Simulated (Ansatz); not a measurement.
**Convergence of KI**

```xyz
2
Lattice="0.0000 3.5246 3.5246 3.5246 0.0000 3.5246 3.5246 3.5246 0.0000" Properties=species:S:1:pos:R:3 pbc="T T T"
K     0.0000    0.0000    0.0000
I     3.5246    3.5246    3.5246
```

Atom numbers follow the list: K1, I2.

The cell is COD entry 9009735, as deposited and not checked against the literature; nothing was relaxed.

No spin–orbit coupling, which matters for the heavy atoms here.

All numbers below come from Ansatz 0.2.0, DFT, PBE, PAW with Ansatz's default frozen-core files, scalar-relativistic.

Settings: a Γ-centred 6×6×6 k mesh, Fermi–Dirac smearing of 0.02 eV, cutoff 420 eV, no spin polarisation. One setting is then changed at a time.

P includes the program's estimate of the Pulay (finite-basis) term, listed apart; without it the pressure would be far more sensitive to the cutoff.

| PAW cutoff (eV) | free energy less the base's (meV/atom) | P (GPa) | Pulay term in P (GPa) | gap on the mesh (eV) |
| --- | --- | --- | --- | --- |
| 420 (base) | 0.0 | 0.68 | 0.01 | 3.983 |
| 150 | 41558 | 8.54 | 640.23 | 4.108 |
| 200 | 4942 | 0.91 | 103.25 | 3.951 |
| 250 | 545 | 0.79 | 15.51 | 3.963 |
| 300 | 42.7 | 0.68 | 1.77 | 3.982 |
| 350 | 1.6 | 0.68 | 0.10 | 3.983 |
